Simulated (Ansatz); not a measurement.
Crystal: CoO.

```xyz
2
Lattice="-1.5080 1.5080 2.1072 1.5080 -1.5080 2.1072 1.5080 1.5080 -2.1072" Properties=species:S:1:pos:R:3 pbc="T T T"
Co    0.0000    0.0000    0.0000
O     0.0000    0.0000    2.1072
```

Base run:

| Quantity | Value |
| --- | --- |
| Program | Ansatz 0.2.0 |
| Functional | PBEsol |
| Potentials or basis | all-electron LAPW, scalar-relativistic |
| Cutoff | 369 eV |
| Density cutoff | 1474 eV |
| Basis error allowed | 0.001 eV/atom |
| k mesh | 12 × 12 × 12 |
| Occupations | fermi-dirac, width 0.05 eV |
| Spin | collinear spin, ferromagnetic start |
| Starting moments | [2.0, 0.0] μB |

Its results: pressure -9.2 GPa; net moment 2.94 μB per cell; site moments Co +2.59; O +0.34 μB.

Problem. The run is repeated on the same cell with these changes: functional from PBEsol to PBE. What comes out?

Solution. Pressure 0.0 GPa; net moment 2.91 μB per cell; site moments Co +2.58; O +0.31 μB.

PBE binds less tightly than PBEsol, so the same cell stands under more pressure.

Caveats: a cell with one magnetic atom can't hold antiferromagnetic order, which such compounds often take.

Not every run made on this cell is shown here.
